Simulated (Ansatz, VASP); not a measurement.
This is a calculation of Re for VASP 6.6.1.

File INCAR:

```
SYSTEM = Re
PREC = Accurate ; ENCUT = 520
EDIFF = 1E-7 ; ISMEAR = -1
SIGMA = 0.05 ; LREAL = .False.
LASPH = .True. ; NELM = 60
ALGO = Normal ; ISIF = 2
LWAVE = .False. ; LCHARG = .False.
GGA = PS ; NBANDS = 14
```

File KPOINTS:

```
regular mesh
0
Gamma
  11 11 6
  0 0 0
```

The input POSCAR:

```
Re
1.0
    2.7971304821      0.0000000000      0.0000000000
   -1.3985652410      2.4223860552      0.0000000000
    0.0000000000      0.0000000000      4.5168672541
Re
2
Direct
    0.6666666667      0.3333333333      0.7500000000
    0.3333333333      0.6666666667      0.2500000000
```

Potentials or basis: VASP PAW PBE potentials, release 64 (Re).

Run with:

```sh
$ cat potpaw_PBE.64/Re/POTCAR > POTCAR
$ mpirun -np 1 vasp_std > vasp.out
```

Q: Translate it to Ansatz 0.2.0. Potentials there: Ansatz PAW.

A: As run (the cutoff follows the program's own potentials):

Contents of input.yaml:

```yaml
crystal:
  lattice:
    - [2.7971304821, 0.0, 0.0]
    - [-1.398565241, 2.4223860552, 0.0]
    - [0.0, 0.0, 4.5168672541]
  atoms:
    - { symbol: Re, position: [0.6666666667, 0.3333333333, 0.75] }
    - { symbol: Re, position: [0.3333333333, 0.6666666667, 0.25] }
hamiltonian:
  xc: pbesol
  pseudopotentials: { kind: paw }
kpoints:
  mp_grid: { grid: [11, 11, 6] }
scf:
  occupations: { method: fermi_dirac, width: 0.05 }
output:
  forces: true
  stress: true
  eigenvalues: true
```

Potentials or basis: Ansatz PAW.

Command:

```console
$ ansatz run input.yaml --threads 2 --pin off --max-ram 5632MiB --backend cpu --events-out ev --progress --plain --runs-dir out
```

Both were run:

|  | VASP | Ansatz | Ansatz less VASP |
| --- | --- | --- | --- |
| gap on the k mesh at the Fermi level (eV) | none | none | - |
| pressure (GPa) | -17.9 | -17.5 | +0.38 |
| largest component of the traceless stress (GPa) | 0.02 | 0.09 | +0.068 |

A gap of «none» marks a metal or a gap that the smearing closes. The functional is the same, so the differences come from potentials, cutoffs and numerics. The two sets of potentials don't hold the same shells in valence.

Caveats: so large a pressure means that the cell lies far from this level's equilibrium, or that cutoff or potentials fall short (VASP); the potentials were made for another functional, which shifts forces and pressure (VASP); the PAW data sets come from PBE, with cores solved anew for the run's functional, which leaves a small shift of forces and pressure (Ansatz). The runs have no spin-orbit coupling, so splittings on Re are missing.
